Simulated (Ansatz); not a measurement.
# Hf: optical spectrum with PBE+D3(BJ)

Hf:

```xyz
2
Lattice="3.1967 0.0000 0.0000 -1.5983 2.7684 0.0000 0.0000 0.0000 5.0578" Properties=species:S:1:pos:R:3 pbc="T T T"
Hf    1.5984    0.9228    3.7934
Hf    0.0000    1.8456    1.2645
```

```
Program                              : Ansatz 0.2.0
Task                                 : optical spectrum
Functional                           : PBE
Dispersion                           : D3(BJ)
Potentials or basis                  : all-electron LAPW, scalar-relativistic
Cutoff                               : 213 eV (chosen from the basis error)
Basis error allowed                  : 0.001 eV/atom
k mesh                               : 10 × 10 × 5
Occupations                          : methfessel-paxton, width 0.1 eV
Spin                                 : no spin polarisation
Empty bands summed for spectra up to : 8 eV
Optics k mesh                        : 12 × 12 × 6
Broadening                           : 0.15 eV
```

The band gap on the k mesh is none (metal or under the smearing width).

Levels at points of the mesh, in eV from the Fermi level:
```
            k point  band 33  band 34  band 35  band 36  band 37  band 38  band 39  band 40
 (0.00, 0.00, 0.00)    -7.36    -3.70     0.65     1.19     1.19     1.47     2.01     2.01
(0.00, -0.50, 0.00)    -3.34    -2.74    -2.22    -0.80     0.80     0.88     1.69     5.90
```

Dielectric function (mean over the directions given):
| energy (eV) | real part | imaginary part |
| --- | --- | --- |
| 0.30 | 44.85 | 24.39 |
| 0.50 | 54.04 | 8.09 |
| 0.80 | 43.54 | 53.60 |
| 1.00 | 16.65 | 43.98 |
| 1.30 | 17.46 | 26.35 |
| 1.60 | 12.63 | 29.87 |
| 1.80 | 10.51 | 30.55 |
| 2.10 | -1.33 | 32.30 |
| 2.40 | -2.47 | 19.05 |
| 2.60 | 0.71 | 18.79 |
| 2.90 | -1.16 | 20.51 |
| 3.20 | -4.01 | 13.24 |
| 3.40 | -4.59 | 15.84 |
| 3.70 | -4.59 | 8.48 |
| 4.00 | -3.46 | 10.56 |
| 4.20 | -2.82 | 7.75 |
| 4.50 | -0.64 | 8.32 |
| 4.80 | -2.70 | 9.31 |
| 5.00 | -3.15 | 6.45 |
| 5.30 | -2.19 | 6.16 |
| 5.60 | -0.79 | 6.41 |
| 5.80 | -1.17 | 6.28 |
| 6.10 | -1.60 | 7.63 |
| 6.40 | -3.56 | 4.66 |
| 6.60 | -1.87 | 4.34 |
| 6.90 | -1.71 | 4.23 |
| 7.20 | -1.91 | 4.38 |
| 7.40 | -2.22 | 3.95 |
| 7.70 | -1.25 | 2.66 |
| 8.00 | -1.25 | 2.91 |

Run time: 52 s on 1 thread of Arm Neoverse V1 (shared host), peak memory 0.35 GiB.

Caveat: local fields and the highest empty bands are left out, which lowers the real part by some percent in wide-gap crystals; spectra need much finer meshes, so this one isn't converged; independent-particle spectra lack excitons; the intraband (Drude) part of a metal's response may be missing. The run has no spin-orbit coupling, so splittings on Hf are missing.
